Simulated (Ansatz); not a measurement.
## Cost of a DFT run on CdI₂

```yaml
crystal:
  lattice:
    - [4.2862280072, 0.0, 0.0]
    - [-2.1431140036, 3.7119823406, 0.0]
    - [0.0, 0.0, 29.10699078]
  atoms:
    - { symbol: Cd, position: [0.0, 0.0, 0.0] }
    - { symbol: Cd, position: [0.6666666667, 0.3333333333, 0.74994659] }
    - { symbol: Cd, position: [0.3333333333, 0.6666666667, 0.25005341] }
    - { symbol: Cd, position: [0.0, 0.0, 0.5] }
    - { symbol: I, position: [0.0, 0.0, 0.30916941] }
    - { symbol: I, position: [0.6666666667, 0.3333333333, 0.44109754] }
    - { symbol: I, position: [0.0, 0.0, 0.69083059] }
    - { symbol: I, position: [0.3333333333, 0.6666666667, 0.55890246] }
    - { symbol: I, position: [0.3333333333, 0.6666666667, 0.80913364] }
    - { symbol: I, position: [0.6666666667, 0.3333333333, 0.94110254] }
    - { symbol: I, position: [0.6666666667, 0.3333333333, 0.19086636] }
    - { symbol: I, position: [0.3333333333, 0.6666666667, 0.05889746] }
kpoints:
  mp_grid: { grid: [8, 8, 1] }
scf:
  occupations: { method: fermi_dirac, width: 0.02 }
hamiltonian:
  xc: pbe
  pseudopotentials: { kind: paw_fr }
output:
  forces: true
  stress: true
  populations: true
  efg: { quadrupole_moments_barn: { I: -0.68822 }, contact_densities: true }
  write_density: true
  write_potential: true
  elf: true
  volumetric_format: npy
magnetization:
  noncollinear: true
  spin_orbit: true
```

```sh
ansatz run input.yaml --threads 1 --pin off --max-ram 3072MiB --backend cpu --events-out ev --progress --plain --runs-dir out
```

It runs on 1 thread of Arm Neoverse V2 (aarch64; 8 cores open to the job, memory cap 3.0 GiB, no GPU), a shared host with a load of 0.4 a core.

Problem. How much time and memory should be set aside?

Solution. About 11 min of wall time (11 min of CPU time) and 2.5 GiB. The run holds 216 valence electrons in 260 bands, about 9007 plane waves a k-point and 10 irreducible k-points, and took 10 SCF iterations. Times on a shared host vary by tens of per cent.
